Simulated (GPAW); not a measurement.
A run of GPAW 26.7.0 is set up as follows.

run.py

```python
from ase import Atoms
from ase.dft.bandgap import bandgap
from ase.io import write
from ase.units import GPa
from gpaw import GPAW, PW

atoms = Atoms(['Mg', 'O'],
              cell=[[2.9380209034, 0.0, 0.0],
                    [-1.4690104517, 2.5444007392, 0.0],
                    [0.0, 0.0, 2.67968]],
              scaled_positions=[[0.0, 0.0, 0.0],
                                [0.3333333333, 0.6666666667, 0.5]],
              pbc=True)

calc = GPAW(mode=PW(800),
            xc='MGGA_X_R2SCAN+MGGA_C_R2SCAN',
            kpts={'size': (8, 8, 8), 'gamma': True},
            occupations={'name': 'fermi-dirac', 'width': 0.05},
            nbands=16,
            convergence={'density': 1e-05, 'energy': 1e-05},
            maxiter=150,
            txt='gpaw.txt')
atoms.calc = calc
energy = atoms.get_potential_energy()
forces = atoms.get_forces()
stress = atoms.get_stress()
calc.write('gs.gpw')
write('result.traj', atoms)
print(f'Energy: {energy:.6f} eV')
print('Forces (eV/A):')
print(forces.round(4))
print('Stress (GPa):', (stress / GPa).round(3))
print('Fermi level:', round(calc.get_fermi_level(), 4), 'eV')
print(f'Gap: {bandgap(calc)[0]:.4f} eV, direct: {bandgap(calc, direct=True)[0]:.4f} eV')

path = atoms.cell.bandpath('GMKGALHA,LM,KH', npoints=100, eps=1e-4)
bs_calc = calc.fixed_density(kpts=path, symmetry='off', nbands=25,
                             convergence={'bands': 'CBM+6.0', 'eigenstates': 1e-6}, txt='bands.txt')
bs = bs_calc.band_structure()
bs.write('bs.json')
print(f'Gap on the path: {bandgap(bs_calc)[0]:.4f} eV')
```

Potentials or basis: GPAW PAW data sets (gpaw-data 1.2.1), pw.

Launch:

```bash
$ OMP_NUM_THREADS=1 python run.py
```

What does it give for the band gap on the k mesh?

3.83 eV, indirect (least direct gap 4.23 eV).

Predict the pressure.

-4.6 GPa.

Levels at the corners of the path, in eV from the valence-band top:
| point | band 6 | band 7 | band 8 | band 9 | band 10 |
| --- | --- | --- | --- | --- | --- |
| Γ | -0.62 | -0.62 | -0.41 | 3.82 | 12.90 |
| M | -4.87 | -1.35 | -0.05 | 7.44 | 11.67 |
| K | -3.68 | -3.67 | 0.00 | 9.30 | 12.51 |
| Γ | -0.62 | -0.62 | -0.41 | 3.82 | 12.90 |
| A | -5.33 | -0.10 | -0.10 | 9.22 | 9.95 |
| L | -3.76 | -3.39 | -0.86 | 6.65 | 12.42 |
| H | -3.57 | -2.52 | -2.51 | 7.14 | 11.66 |
| A | -5.33 | -0.10 | -0.10 | 9.22 | 9.95 |
| L | -3.76 | -3.39 | -0.86 | 6.65 | 12.42 |
| M | -4.87 | -1.35 | -0.05 | 7.44 | 11.67 |
| K | -3.68 | -3.67 | 0.00 | 9.30 | 12.51 |
| H | -3.57 | -2.52 | -2.51 | 7.14 | 11.66 |

Caveat: the PAW data sets were made with another functional, which shifts forces and pressure a little. r2SCAN opens gaps a little over a GGA but as a rule still falls short of measured ones.
